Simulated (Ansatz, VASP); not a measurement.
**PbO in VASP and in Ansatz**

```
Pb O
1.0
     3.94363    0.00000    0.00000
     0.00000    3.94363    0.00000
     0.00000    0.00000    4.89826
Pb O
2 2
Direct
  0.00000 0.50000 0.24056
  0.50000 0.00000 0.75944
  0.00000 0.00000 0.00000
  0.50000 0.50000 0.00000
```

Alike in both runs: functional LDA; k mesh 8 × 8 × 6; occupations gaussian, width 0.02 eV; no spin polarisation.

Ansatz relaxed the structure, and its values are those at the end. VASP's run is a single point on that final structure, the one shown.

|  | VASP | Ansatz |
| --- | --- | --- |
| version | VASP 6.6.1 | Ansatz 0.2.0 |
| potentials or method | VASP PAW LDA potentials, release 64 (Pb_d, O) | scalar-relativistic, plane waves, PAW |
| plane-wave cutoff (eV) | 520 | 420 |
| valence electrons in the cell | 40 | 40 |

```csv
,VASP,Ansatz,Ansatz less VASP
gap on the k mesh at the Fermi level (eV),1.03,1.06,+0.023
least direct gap on the mesh (eV),2.20,2.19,-0.012
pressure (GPa),0.2,0.0,-0.26
rms of the force components (eV/Å),0.031,0.000,-0.0311
```

Caveats: spin-orbit coupling is left out, which as a rule narrows the gap of such compounds by several tenths of an eV. A k mesh can miss the band edges. As with any semilocal functional, this LDA gap is likely too small.
